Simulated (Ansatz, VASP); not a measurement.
**AlN: VASP beside Ansatz**

File INCAR:

```
SYSTEM = AlN
PREC = Accurate
ENCUT = 520
EDIFF = 1E-6
ISMEAR = 0
SIGMA = 0.05
LREAL = .False.
LASPH = .True.
NELM = 80
ALGO = Normal
ISIF = 2
LWAVE = .False.
LCHARG = .False.
GGA = PE
NBANDS = 16
```

KPOINTS

```
regular mesh
0
Gamma
  9 9 6
  0 0 0
```

POSCAR

```
AlN
1.0
    3.3134793403      0.0000000000      0.0000000000
   -1.6567396702      2.8695572836      0.0000000000
    0.0000000000      0.0000000000      4.3132000000
Al N
2 2
Direct
    0.3333333333      0.6666666667      0.7500000000
    0.6666666667      0.3333333333      0.2500000000
    0.3333333333      0.6666666667      0.2500000000
    0.6666666667      0.3333333333      0.7500000000
```

Input for Ansatz:

```yaml
crystal:
  lattice:
    - [3.3134793403, 0.0, 0.0]
    - [-1.6567396702, 2.8695572836, 0.0]
    - [0.0, 0.0, 4.3132]
  atoms:
    - { symbol: Al, position: [0.3333333333, 0.6666666667, 0.75] }
    - { symbol: Al, position: [0.6666666667, 0.3333333333, 0.25] }
    - { symbol: "N", position: [0.3333333333, 0.6666666667, 0.25] }
    - { symbol: "N", position: [0.6666666667, 0.3333333333, 0.75] }
basis:
  ecutwfc: 520.0
kpoints:
  mp_grid: { grid: [9, 9, 6] }
hamiltonian:
  xc: pbe
  pseudopotentials: { kind: paw, azcp: { folder: soft_1 } }
scf:
  occupations: { method: gaussian, width: 0.05 }
output:
  forces: true
  stress: true
  eigenvalues: true
```

Alike in both runs: task single point; functional PBE; k mesh 9 × 9 × 6; occupations gaussian, width 0.05 eV; no spin polarisation.

|  | VASP | Ansatz |
| --- | --- | --- |
| version | VASP 6.6.1 | Ansatz 0.2.0 |
| potentials or method | VASP PAW PBE potentials, release 64 (Al, N) | scalar-relativistic, plane waves, PAW |
| plane-wave cutoff (eV) | 520 | 520 |
| valence electrons in the cell | 16 | 16 |

|  | VASP | Ansatz | Ansatz less VASP |
| --- | --- | --- | --- |
| gap on the k mesh at the Fermi level (eV) | 2.96 | 2.95 | -0.008 |
| least direct gap on the mesh (eV) | 2.96 | 2.95 | -0.008 |
| pressure (GPa) | -4.9 | -4.7 | +0.16 |
| largest component of the traceless stress (GPa) | 1.96 | 2.05 | +0.096 |

The functional is the same, so the differences come from potentials, cutoffs and numerics.

PBE gaps usually lie below the measured ones, often by a third to a half.
